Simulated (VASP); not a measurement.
Write the native input for VASP 6.6.1 that does the following.

* Task: single point
* Functional: PBE
* Potentials or basis: VASP PAW PBE potentials, release 64 (As)
* Cutoff: 520 eV
* k mesh: 11 × 11 × 11
* Occupations: fermi-dirac, width 0.1 eV
* Spin: no spin polarisation
* Dipole correction: no
* Further INCAR settings: ALGO = Fast; EDIFF = 1e-07; NBANDS = 8

The structure of As lies in POSCAR:

```
As
1.0
   -2.1356170000      2.1356170000      2.2976900000
    2.1356170000     -2.1356170000      2.2976900000
    2.1356170000      2.1356170000     -2.2976900000
As
1
Direct
    0.0000000000      0.0000000000      0.0000000000
```

The cell was built by a generator and needn't be a form met in nature.

One way to write it, as run:

INCAR

```
PREC = Accurate
ENCUT = 520
EDIFF = 1E-7
ISMEAR = -1
SIGMA = 0.1
LREAL = F
LASPH = T
NELM = 100
ALGO = Fast
ISIF = 2
LWAVE = F
LCHARG = F
GGA = PE
NBANDS = 8
```

KPOINTS

```
Automatic mesh
0
Gamma
  11 11 11
```

Potentials or basis: VASP PAW PBE potentials, release 64 (As).

Run with:

```sh
$ cat potpaw_PBE.64/As/POTCAR > POTCAR
$ mpirun -np 1 vasp_std > vasp.out
```

Results of the run:

The pressure is -10.8 GPa and the band gap on the k mesh is none (metal or under the smearing width).

Wall time 15 s on 1 thread of Intel(R) Xeon(R) 6975P-C (Granite Rapids), on a shared host, peak memory 0.17 GiB.
